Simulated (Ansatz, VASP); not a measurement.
# Nb: VASP beside Ansatz

```
Nb
1.0
     2.98290    0.00000    0.00000
     0.00000    4.21846    0.00000
     0.00000    0.00000   18.47435
Nb
4
Direct
  0.50000 0.50000 0.37890
  0.00000 0.00000 0.45963
  0.50000 0.50000 0.54521
  0.00000 0.00000 0.61235
```

Alike in both runs: functional PBE; k mesh 10 × 7 × 1; occupations gaussian, width 0.1 eV; no spin polarisation.

Ansatz relaxed the structure, and its values are those at the end. VASP's run is a single point on that final structure, the one shown.

|  | VASP | Ansatz |
| --- | --- | --- |
| version | VASP 6.6.1 | Ansatz 0.2.0 |
| potentials or method | VASP PAW PBE potentials, release 64 (Nb_sv) | scalar-relativistic, plane waves, PAW |
| plane-wave cutoff (eV) | 520 | 420 |
| valence electrons in the cell | 52 | 52 |

|  | VASP | Ansatz | Ansatz less VASP |
| --- | --- | --- | --- |
| gap on the k mesh at the Fermi level (eV) | none | none | - |
| rms of the force components (eV/Å) | 0.550 | 0.546 | -0.0034 |

A gap of «none» marks a metal or a gap that the smearing closes.
